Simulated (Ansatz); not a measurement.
HfSi₂: do energies and stresses tell the same story?

Computed with Ansatz 0.2.0, DFT r2SCAN, scalar-relativistic, plane waves, PAW.

Plane waves to 500 eV, a k mesh through Γ of 10×10×10 on the computed 6-atom cell and Gaussian smearing (0.10 eV); no spin polarisation.

Relaxed cell: Cmcm, a = 3.656 Å, b = 14.588 Å, c = 3.642 Å, α = 90.00°, β = 90.00°, γ = 90.00°, 6 atoms in the primitive cell. Whether it is the stable form of this composition wasn't checked.

Energies at zero smearing and pressures from the stress tensor, at volumes with shape and atoms relaxed:
```csv
V (Å³/atom),E − E(first) (meV/atom),P (GPa)
15.217,0.00,9.20
15.703,-20.07,4.22
16.188,-26.21,-0.02
16.674,-20.54,-3.69
17.160,-4.42,-6.88
```

**Question.** Check P = −dE/dV between neighbouring volumes, and get the bulk modulus from the pressures alone.

**Answer.** With 1 eV/Å³ = 160.2 GPa:
```tsv
middle V (Å³/atom)	−ΔE/ΔV (GPa)	mean P (GPa)
15.460	6.620	6.714
15.946	2.027	2.103
16.431	-1.871	-1.853
16.917	-5.318	-5.282
```

The two differ by 0.09 GPa at most. The mean of two end pressures misses the average over a step by about ΔV² P″/12, up to 0.07 GPa here; with that taken off 0.03 GPa remains. The stress is the derivative of the free energy, not of the energy at zero smearing, and with free energies 0.01 GPa remains. Around V = 16.188 Å³/atom, the two neighbours give B = −V ΔP/ΔV = 16.188 × 7.91 / 0.971 = 131.8 GPa, against B0 = 131.3 GPa from the Birch–Murnaghan fit of the energies.

Spin–orbit coupling is left out, which can shift energies with elements as heavy as these.